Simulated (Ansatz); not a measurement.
Energy ranking of Cd₂HgTe₃ structures

Level of theory: DFT PBE, scalar-relativistic, plane waves, PAW (Ansatz). Settings: cutoff 420 eV, Γ-centred meshes spaced at most about 0.3 Å⁻¹, and about 0.25 Å⁻¹ or finer for metals (2π included), Gaussian smearing. No spin polarisation.

Formation energies are uncorrected and refer to the elements' standard structures at the same level. The references include crystalline Hg.

Temperature and zero-point effects are left out. Larger cells and other orderings weren't all tried, so the list isn't exhaustive. The k mesh leaves some 4 meV/atom of noise in the energy of each metallic cell. Spin–orbit coupling, which can matter for Hg and Te, is left out. The reference form of Te is held partly by dispersion forces, which this level lacks.

Invented guesses were relaxed alike, and ends that match in structure were merged. ΔE counts from the first row. Coordination counts Te atoms around Cd and Hg (those within 1.25 times the shortest such distance or 1.15 times the sum of covalent radii, 1.27 where that leaves under three). The ends were matched against large subsets of the Crystallography Open Database and the Materials Project, so a missing match doesn't prove that a structure is unreported.

```csv
#,reached from,type and space group,atoms,Å³/atom,coordination,ΔE (meV/atom),gap on mesh (eV),in databases
1,Cd and Hg ordered on zinc blende sites,P3m1 (No. 156),6,36.4,"Cd 4, Hg 4",0,0.00,no match
2,Cd and Hg ordered on zinc blende sites,I-4m2 (No. 119),6,36.5,"Cd 4, Hg 4",1,0.00,no match
3,Cd and Hg ordered on rock salt sites,I4/mmm (No. 139),6,28.9,"Cd 6, Hg 6",169,0.00,no match
4,Cd and Hg ordered on rock salt sites,P-3m1 (No. 164),6,28.9,"Cd 6, Hg 6",176,0.00,no match
```

The first two are tied within the noise. The first: Space group P3m1 (No. 156), trigonal, a = 4.690 Å, c = 11.473 Å. Cd on its first site is surrounded by 4 Te at 2.87 Å; Cd on its second site has 4 Te at 2.87 Å; around Hg lie 4 Te at 2.87–2.88 Å; Te on its first site is surrounded by 1 Cd at 2.87 Å and 3 Hg at 2.87 Å; Te on its second site has 3 Cd at 2.87 Å and 1 Hg at 2.88 Å; 1 more site not described. Its energy over the elements is −0.37 eV/atom. Whether it is stable depends on the other phases of the system, which aren't compared here. An observed structure of this formula, if there is one, may be missing.

Space group P3m1 (No. 156). a = 4.690 Å, b = 4.690 Å, c = 11.473 Å, α = 90.00°, β = 90.00°, γ = 120.00°
```csv
atom,site,symmetry,x,y,z
Cd,1a,3m.,0.0000,0.0000,0.0006
Cd,1c,3m.,0.6667,0.3333,0.3334
Hg,1b,3m.,0.3333,0.6667,0.6667
Te,1a,3m.,0.0000,0.0000,0.7507
Te,1b,3m.,0.3333,0.6667,0.4156
Te,1c,3m.,0.6667,0.3333,0.0831
```

The second: Space group I-4m2 (No. 119), tetragonal, a = 4.692 Å, c = 19.867 Å. Cd is surrounded by 4 Te at 2.87 Å; around Hg lie 4 Te at 2.88 Å; Te on a site of symmetry 2mm is surrounded by 2 Cd at 2.87 Å and 2 Hg at 2.88 Å; Te on a site of symmetry -4m2 is surrounded by 4 Cd at 2.87 Å. Counting Te atoms around Cd and Hg, the first and the second both have Cd 4, Hg 4. Cells relaxed within their symmetry can be saddle points.
